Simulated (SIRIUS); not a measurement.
NiO:

```
Ni O
1.0
     0.00000    2.08590    2.08590
     2.08590    0.00000    2.08590
     2.08590    2.08590    0.00000
Ni O
1 1
Direct
  0.00000 0.00000 0.00000
  0.50000 0.50000 0.50000
```

Base run:

* Program: SIRIUS 7.12.0
* Functional: PBE
* Potentials or basis: PseudoDojo 0.4.1 PBE standard (scalar relativistic)
* Cutoff: 1333 eV
* Density cutoff: 5334 eV
* k mesh: 11 × 11 × 11
* Occupations: fermi-dirac, width 0.05 eV
* Spin: collinear spin, ferromagnetic start
* Starting moments: [2.5, 0.0] μB

Its results: pressure 6.0 GPa; net moment 1.83 μB per cell.

Question: The run is repeated on the same cell with these changes: k mesh from 11 × 11 × 11 to 5 × 5 × 5; moments at the start from [2.5, 0.0] to [1.0, 0.0]. What comes out?

Answer: Pressure 5.2 GPa; net moment 1.78 μB per cell.

Caveats: some runs use coarse meshes; a cell with one magnetic atom can't hold antiferromagnetic order, which such compounds often take.
